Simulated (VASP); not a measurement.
# CoH (Fm-3m) in VASP: further runs

One crystal, CoH, is run at these levels: LDA; tasks: single point.

Program: VASP 6.6.1. These are calculated values, not measurements. Logs are shortened: lines on timing, memory, paths and dates and some standing lists are left out, and cuts for length are marked.

### Step 1. The crystal as given

Symmetry: Fm-3m, No. 225, cubic system. Conventional cell: a = 3.686 Å, b = 3.686 Å, c = 3.686 Å, α = 90.00°, β = 90.00°, γ = 90.00°. Co (site symmetry m-3m) is surrounded by 6 H at 1.84 Å. Around H (site symmetry m-3m) lie 6 Co at 1.84 Å.

The cell comes from a database or a generator and needn't be the stable form of this composition.

### Step 2. Single point, LDA, collinear spin, ferromagnetic start

Contents of INCAR:

```
  PREC = Accurate
  ENCUT = 340
  EDIFF = 1E-6
  ISMEAR = 0
  SIGMA = 0.05
  LREAL = False
  LASPH = True
  NELM = 100
  ALGO = Normal
  ISIF = 2
  LWAVE = False
  LCHARG = False
  ISPIN = 2
  MAGMOM = 2 0
  LORBIT = 11
  LMAXMIX = 4
  GGA = CA
  ADDGRID = False
```

Contents of KPOINTS:

```
Automatic mesh
0
Gamma
  7 7 7
```

Contents of POSCAR:

```
CoH
1.0
    0.0000000000      1.8429617100      1.8429617100
    1.8429617100      0.0000000000      1.8429617100
    1.8429617100      1.8429617100      0.0000000000
Co H
1 1
Direct
    0.0000000000      0.0000000000      0.0000000000
    0.5000000000      0.5000000000      0.5000000000
```

Potentials or basis: VASP PAW LDA potentials, release 64 (Co, H_s).

Command:

```sh
$ cat potpaw_LDA.64/Co/POTCAR potpaw_LDA.64/H_s/POTCAR > POTCAR
$ mpirun -np 1 vasp_std > vasp.out
```

OUTCAR:

```text
PREC = Accurate
   ENCUT = 340
   EDIFF = 1E-6
   ISMEAR = 0
   LREAL = False
   LASPH = True
   NELM = 100
   ISIF = 2
   ISPIN = 2
   LORBIT = 11
   GGA = CA

 Found     20 irreducible k-points:

 Following reciprocal coordinates:
            Coordinates               Weight
  0.000000  0.000000  0.000000      1.000000
  0.142857  0.000000  0.000000      8.000000
  0.285714  0.000000  0.000000      8.000000
  0.428571  0.000000  0.000000      8.000000
  0.142857  0.142857  0.000000      6.000000
  0.285714  0.142857  0.000000     24.000000
   k-points           NKPTS =     20   k-points in BZ     NKDIM =     20   number of bands    NBANDS=     10
   number of dos      NEDOS =    301   number of ions     NIONS =      2
   total plane-waves  NPLWV =   4096
   dimension x,y,z NGX =    16 NGY =   16 NGZ =   16
   dimension x,y,z NGXF=    32 NGYF=   32 NGZF=   32
   ions per type =               1   1
   NGX,Y,Z   is equivalent  to a cutoff of  10.21, 10.21, 10.21 a.u.
   NGXF,Y,Z  is equivalent  to a cutoff of  20.41, 20.41, 20.41 a.u.
 SYSTEM =  unknown system
   PREC   = accura    normal or accurate (medium, high low for compatibility)
   ISTART =      0    job   : 0-new  1-cont  2-samecut
   ICHARG =      2    charge: 1-file 2-atom 10-const
   ISPIN  =      2    spin polarized calculation?
   LNONCOLLINEAR =      F non collinear calculations
   LSORBIT =      F    spin-orbit coupling
   LASPH  =      T    aspherical Exc in radial PAW
   ENCUT  =  340.0 eV  24.99 Ry    5.00 a.u.   3.92  3.92  3.92*2*pi/ulx,y,z
   NELM   =    100;   NELMIN=  2; NELMDL= -5     # of ELM steps
   EDIFF  = 0.1E-05   stopping-criterion for ELM
[... 18 lines left out ...]
     AMIX     =   0.40;   BMIX     =  1.00
     AMIX_MAG =   1.60;   BMIX_MAG =  1.00
  volume/ion in A,a.u.               =       6.26        42.24
  Fermi-wavevector in a.u.,A,eV,Ry     =   1.518968  2.870433 31.392214  2.307263
  Thomas-Fermi vector in A             =   2.628017
   LORBIT       =     11    0 simple, 1 ext, 2 COOP (PROOUT), +10 PAW based schemes
   GGA     = CA    functional components
[... 5 lines left out ...]
 spin polarized calculation
 Gauss-broadening in eV      SIGMA  =   0.05
  energy-cutoff  :      340.00
  volume of cell :       12.52
 maximum number of plane-waves:       190
   NGX =  7   NGY =  7   NGZ =  7

 number of electron      10.0000000 magnetization       2.0000000

 number of electron       9.9999988 magnetization       1.1604213

 Free energy of the ion-electron system (eV)
  ---------------------------------------------------
  ext. energy  EPLUGINS =         0.00000000
  ---------------------------------------------------
  free energy    TOTEN  =       -11.82228489 eV

  energy without entropy =      -11.82034662  energy(sigma->0) =      -11.82131575

 E-fermi :   9.9069     XC(G=0): -13.7057

 val. band max:        9.8952558294   @ k =  -0.2857   0.2857   0.0000
 cond. band min:       9.9202827368   @ k =   0.2857   0.1429   0.0000
 fundamental gap:      0.0250269074
 Fermi energy:         9.9069263496

 spin component 1

 k-point     1 :       0.0000    0.0000    0.0000
  band No.  band energies     occupation
      1      -2.4319      1.00000
      2       7.4313      1.00000
      3       7.4313      1.00000
      4       7.4313      1.00000
      5       8.4385      1.00000
      6       8.4385      1.00000
      7      25.0962      0.00000
      8      30.6440      0.00000
      9      31.1336      0.00000
     10      31.1336      0.00000

 k-point     2 :       0.1429    0.0000    0.0000
  band No.  band energies     occupation
      1      -1.7563      1.00000
      2       7.2032      1.00000
      3       7.5640      1.00000
      4       7.5640      1.00000
      5       8.3737      1.00000
      6       8.3737      1.00000
      7      22.1143      0.00000
      8      28.1354      0.00000
      9      30.8161      0.00000
     10      30.8161      0.00000

 k-point     3 :       0.2857    0.0000    0.0000
  band No.  band energies     occupation
      1       0.1329      1.00000
      2       6.5566      1.00000
      3       7.4972      1.00000
      4       7.4972      1.00000
      5       8.6471      1.00000
      6       8.6471      1.00000
      7      17.5754      0.00000
      8      24.8953      0.00000
      9      30.5110      0.00000
     10      30.5110      0.00000

 k-point     4 :       0.4286    0.0000    0.0000
  band No.  band energies     occupation
      1       2.7120      1.00000
      2       5.2960      1.00000
      3       7.2565      1.00000
      4       7.2565      1.00000
      5       9.1125      1.00000
      6       9.1125      1.00000
      7      14.4586      0.00000
      8      22.9378      0.00000
      9      30.7069      0.00000
     10      30.7069      0.00000

 k-point     5 :       0.1429    0.1429    0.0000
  band No.  band energies     occupation
      1      -1.5532      1.00000
      2       7.0739      1.00000
      3       7.7048      1.00000
      4       7.7048      1.00000
      5       8.0336      1.00000
      6       8.5686      1.00000
      7      22.2337      0.00000
      8      28.1838      0.00000
      9      28.1838      0.00000
     10      29.2405      0.00000

 k-point     6 :       0.2857    0.1429    0.0000
  band No.  band energies     occupation
      1      -0.1480      1.00000
      2       6.6700      1.00000
      3       7.4061      1.00000
      4       7.8446      1.00000
      5       8.3581      1.00000
      6       8.8004      1.00000
      7      19.1290      0.00000
      8      24.6192      0.00000
      9      26.6683      0.00000
     10      30.6122      0.00000

 [... further k-points ...]

 spin component 2

 k-point     1 :       0.0000    0.0000    0.0000
  band No.  band energies     occupation
      1      -2.3562      1.00000
      2       8.5191      1.00000
      3       8.5191      1.00000
      4       8.5191      1.00000
      5       9.5038      1.00000
      6       9.5038      1.00000
      7      25.1146      0.00000
      8      30.6527      0.00000
      9      31.2414      0.00000
     10      31.2414      0.00000

 k-point     2 :       0.1429    0.0000    0.0000
  band No.  band energies     occupation
      1      -1.6809      1.00000
      2       8.2454      1.00000
      3       8.6539      1.00000
      4       8.6539      1.00000
      5       9.4351      1.00000
      6       9.4351      1.00000
      7      22.2016      0.00000
      8      28.3521      0.00000
      9      31.0082      0.00000
     10      31.0082      0.00000

 k-point     3 :       0.2857    0.0000    0.0000
  band No.  band energies     occupation
      1       0.2117      1.00000
      2       7.4357      1.00000
      3       8.5278      1.00000
      4       8.5278      1.00000
      5       9.7747      0.99991
      6       9.7747      0.99991
      7      17.9207      0.00000
      8      25.0626      0.00000
      9      30.7884      0.00000
     10      30.7884      0.00000

 k-point     4 :       0.4286    0.0000    0.0000
  band No.  band energies     occupation
      1       2.8053      1.00000
      2       5.8898      1.00000
      3       8.2468      1.00000
      4       8.2468      1.00000
      5      10.2988      0.00000
      6      10.2988      0.00000
      7      15.1768      0.00000
      8      22.9929      0.00000
      9      30.9733      0.00000
     10      30.9733      0.00000

 k-point     5 :       0.1429    0.1429    0.0000
  band No.  band energies     occupation
      1      -1.4769      1.00000
      2       8.1175      1.00000
      3       8.8050      1.00000
      4       8.8050      1.00000
      5       9.0435      1.00000
      6       9.6425      1.00000
      7      22.3029      0.00000
      8      28.4261      0.00000
      9      28.4261      0.00000
     10      29.4442      0.00000

 k-point     6 :       0.2857    0.1429    0.0000
  band No.  band energies     occupation
      1      -0.0645      1.00000
      2       7.6322      1.00000
      3       8.3745      1.00000
      4       8.9192      1.00000
      5       9.4532      1.00000
      6       9.9203      0.35280
      7      19.3629      0.00000
      8      24.9071      0.00000
      9      26.9403      0.00000
     10      30.8675      0.00000

 [... further k-points ...]

------------------------ aborting loop because EDIFF is reached ----------------------------------------

  FORCE on cell =-STRESS in cart. coord.  units (eV):
  Direction    XX          YY          ZZ          XY          YZ          ZX
  --------------------------------------------------------------------------------------
  -------------------------------------------------------------------------------------
  Total       -1.1112389     -1.1112389     -1.1112389     -0.0000000     -0.0000000     -0.0000000
  in kB     -142.2129336   -142.2129336   -142.2129336     -0.0000000     -0.0000000     -0.0000000
  external PRESSURE =    -142.2129336 kB  Pullay stress =       0.0000000 kB

 VOLUME and BASIS-vectors are now :
 -----------------------------------------------------------------------------
  energy-cutoff  :      340.00
  volume of cell :       12.52
      direct lattice vectors                 reciprocal lattice vectors
     0.000000000  1.842961710  1.842961710    -0.271302435  0.271302435  0.271302435
     1.842961710  0.000000000  1.842961710     0.271302435 -0.271302435  0.271302435
     1.842961710  1.842961710  0.000000000     0.271302435  0.271302435 -0.271302435

 POSITION                                       TOTAL-FORCE (eV/Angst)
 -----------------------------------------------------------------------------------
      0.00000      0.00000      0.00000        -0.000000      0.000000      0.000000
      1.84296      1.84296      1.84296         0.000000     -0.000000     -0.000000
 -----------------------------------------------------------------------------------
    total drift:                                0.000000     -0.000000     -0.000000

  FREE ENERGIE OF THE ION-ELECTRON SYSTEM (eV)
  ---------------------------------------------------
  free  energy   TOTEN  =       -11.8222848884 eV

  energy  without entropy=      -11.8203466201  energy(sigma->0) =      -11.82131575

 total charge

# of ion       s       p       d       tot
------------------------------------------
    1        0.404   0.545   7.437   8.386
    2        0.679   0.091   0.000   0.770
--------------------------------------------------
tot          1.083   0.636   7.437   9.157

 magnetization (x)

# of ion       s       p       d       tot
------------------------------------------
    1       -0.006  -0.012   1.197   1.179
    2       -0.009  -0.005   0.000  -0.014
--------------------------------------------------
tot         -0.015  -0.017   1.197   1.165
```

It took 2.7 s on 1 thread of Intel Xeon 6975P-C (Granite Rapids), shared host; peak memory 0.11 GiB.

The run converged, but some of its settings lie outside the range that counts as converged, so its numbers aren't taken as properties of the crystal.

What came out:

| Property | Result |
| --- | --- |
| Free energy | -11.8223 eV |
| Pressure | -14.2 GPa |
| Band gap on the k mesh | none (metal or under the smearing width) |
| Net moment | 1.16 μB per cell |
| Site moments | Co +1.18; H -0.01 μB |
| Valence electrons inside the program's atomic spheres | Co 8.39; H 0.77 |

Caveat: the k mesh is coarse (spacing up to 0.42 Å⁻¹), so the values aren't converged.

### Step 3. Single point, LDA, collinear spin, ferromagnetic start

INCAR: that of step 2 with these lines changed.

```diff
@@ -1,3 +1,3 @@
   PREC = Accurate
-  ENCUT = 340
+  ENCUT = 520
   EDIFF = 1E-6
```

Contents of KPOINTS:

```
Automatic mesh
0
Gamma
  6 6 6
```

POSCAR is that of step 2.

Potentials or basis: VASP PAW LDA potentials, release 64 (Co, H_s).

Command:

```sh
$ cat potpaw_LDA.64/Co/POTCAR potpaw_LDA.64/H_s/POTCAR > POTCAR
$ mpirun -np 1 vasp_std > vasp.out
```

Wall time 4.6 s (1 thread of Intel Xeon 6975P-C (Granite Rapids), shared host); peak memory 0.12 GiB.

These settings aren't checked as converged: the numbers below hold their error.

Results:

```yaml
Free_energy: -11.7708 eV
Pressure: -13.2 GPa
Band_gap_on_the_k_mesh: none (metal or under the smearing width)
Net_moment: 1.08 μB per cell
Site_moments: Co +1.10; H -0.01 μB
Valence_electrons_inside_the_program's_atomic_spheres: Co 8.40; H 0.77
```

Caveat: the k mesh is coarse (spacing up to 0.49 Å⁻¹), so the values aren't converged.

### Step 4. Single point, LDA, collinear spin, ferromagnetic start

INCAR: that of step 3 with these lines changed.

```diff
@@ -1,3 +1,3 @@
   PREC = Accurate
-  ENCUT = 520
+  ENCUT = 900
   EDIFF = 1E-6
```

Contents of KPOINTS:

```
Automatic mesh
0
Gamma
  5 5 5
```

POSCAR is that of step 3.

Command:

```sh
$ cat potpaw_LDA.64/Co/POTCAR potpaw_LDA.64/H_s/POTCAR > POTCAR
$ mpirun -np 1 vasp_std > vasp.out
```

Wall time 7.8 s (1 thread of Intel Xeon 6975P-C (Granite Rapids), shared host); peak memory 0.15 GiB.

These settings aren't checked as converged: the numbers below hold their error.

What came out:

| Property | Result |
| --- | --- |
| Free energy | -11.7902 eV |
| Pressure | -14.0 GPa |
| Band gap on the k mesh | none (metal or under the smearing width) |
| Net moment | 1.04 μB per cell |
| Site moments | Co +1.06; H -0.02 μB |
| Valence electrons inside the program's atomic spheres | Co 8.40; H 0.77 |

Caveat: the k mesh is coarse (spacing up to 0.59 Å⁻¹), so the values aren't converged.
